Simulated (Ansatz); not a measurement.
Zinc-blende ZnTe, treated with PBE in Ansatz (PAW).

Numerical settings: plane-wave cutoff 500 eV, 10×10×10 k mesh, gaussian smearing 0.02 eV, scalar-relativistic PAW data made under PBE.

Cell (relaxed at this level):

```yaml
crystal:
  lattice:
    - [0.00000, 3.08990, 3.08990]
    - [3.08990, 0.00000, 3.08990]
    - [3.08990, 3.08990, 0.00000]
  atoms:
    - { symbol: Zn, position: [0.00000, 0.00000, 0.00000] }
    - { symbol: Te, position: [0.25000, 0.25000, 0.25000] }
```

Task: Estimate the band gap that the calculation returns.

Result: 
- band gap = 1.08 eV (on the SCF k mesh)

Measured, for comparison: band gap 2.43 eV (zero-point renormalisation of 40 meV (experimental, the table's column) added back here, direct; inputs from Miglio et al. (2020), arXiv:2011.12765).

Spin–orbit coupling is not included; with these elements it can move the gap by several tenths of an eV or more.

Static lattice: no zero-point or thermal effects.

Ansatz is an electronic-structure program.
